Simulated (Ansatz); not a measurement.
CaF₂ (fluorite)

```xyz
6
Lattice="0.0000 5.5110 5.5110 2.7555 0.0000 2.7555 2.7555 2.7555 0.0000" Properties=species:S:1:pos:R:3 pbc="T T T"
Ca     0.0000     0.0000     0.0000
Ca     2.7555     5.5110     2.7555
F      1.3778     1.3778     1.3778
F      1.3778     4.1333     4.1333
F      4.1333     4.1333     4.1333
F      4.1333     6.8888     6.8888
```

A phonon eigenvector at L = (0.5, 0.0, 0.0) is frozen into this cell: atom i moves by Q times the vector below, so Q is the largest atomic displacement, in Å. The cell is held. (q is in reciprocal vectors of the primitive cell; the cell shown is doubled to hold the pattern.)

```csv
atom,x,y,z
F3,0.577,-0.577,-0.577
F4,-0.577,0.577,0.577
F5,0.577,-0.577,-0.577
F6,-0.577,0.577,0.577
```

Atoms not listed stay in place.

The numbers are results of PBE (plane waves to 420 eV, PAW, scalar-relativistic; Ansatz, a first-principles code), not measurements. k mesh 5×10×10 (Γ-centred), Fermi-Dirac smearing 0.05 eV. E stands for the smeared free energy. CaF2 was relaxed with its symmetry unable to fall. The PAW data are Ansatz's earlier set. ΔE is measured from the undisplaced structure.

Successive frames, forces in eV/Å:

```tsv
frame	ΔE (eV/cell)	F on Ca1	F on Ca2	F on F3	F on F4	F on F5	F on F6
Q = -0.187 Å	0.505	(0.000, 0.000, 0.000)	(0.000, 0.000, 0.000)	(0.965, -0.965, -0.965)	(-0.626, 0.626, 0.626)	(0.626, -0.626, -0.626)	(-0.965, 0.965, 0.965)
Q = -0.140 Å	0.282	(0.000, 0.000, 0.000)	(0.000, 0.000, 0.000)	(0.680, -0.680, -0.680)	(-0.495, 0.495, 0.495)	(0.495, -0.495, -0.495)	(-0.680, 0.680, 0.680)
Q = -0.093 Å	0.125	(0.000, 0.000, 0.000)	(0.000, 0.000, 0.000)	(0.428, -0.428, -0.428)	(-0.347, 0.347, 0.347)	(0.347, -0.347, -0.347)	(-0.428, 0.428, 0.428)
```

Question: What are the energy and the forces in the next frame, Q = -0.047 Å?

Answer: ΔE (eV/cell) = 0.031.

| atom | Fx | Fy | Fz |
|---|---|---|---|
| Ca1 | 0.000 | 0.000 | 0.000 |
| Ca2 | 0.000 | 0.000 | 0.000 |
| F3 | 0.202 | -0.202 | -0.202 |
| F4 | -0.182 | 0.182 | 0.182 |
| F5 | 0.182 | -0.182 | -0.182 |
| F6 | -0.202 | 0.202 | 0.202 |

(For displaced atoms, the force is minus the slope of the energy, and its curvature is a force constant, which sets phonon frequencies.)
